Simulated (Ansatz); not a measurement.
The system is Ge.

```
Ge
1.0
     2.71047    0.00000    0.00000
     0.00000    2.71047    0.00000
     0.00000    0.00000    2.71047
Ge
1
Cartesian
  0.0000 0.0000 0.0000
```

The cell was built by a generator and needn't be a form met in nature.

* Program: Ansatz 0.2.0
* Task: relaxation of cell and atoms
* Functional: PBE
* Dispersion: D3(BJ)
* Potentials or basis: Ansatz PAW
* Cutoff: 420 eV (not typed: the program's choice for these potentials)
* k mesh: 10 × 10 × 10
* Occupations: fermi-dirac, width 0.05 eV
* Spin: no spin polarisation

At the start: volume 19.91 Å³/atom.

Q: Where does the relaxation end?

A: It ends after 4 steps and the volume is 19.01 Å³/atom (-4.5 %); space group Pm-3m (No. 221, to 0.05 Å).

Step by step:
| step | energy change (eV) | largest force (eV/Å) | volume (Å³) |
| --- | --- | --- | --- |
| 1 | 0.0000 | 0.0000 | 19.91 |
| 2 | -0.0093 | 0.0000 | 18.88 |
| 3 | -0.0095 | 0.0000 | 19.01 |
| 4 | -0.0093 | 0.0000 | 19.01 |

Final structure:
```
CELL_PARAMETERS angstrom
2.66902 0.00000 0.00000
0.00000 2.66902 0.00000
0.00000 0.00000 2.66902
ATOMIC_POSITIONS crystal
Ge 0.00000 0.00000 0.00000
```

Caveat: the plane-wave basis is chosen anew once the cell has moved, so the energies of steps on either side of that aren't comparable; pairwise dispersion overbinds metals, which lowers pressure and volume.
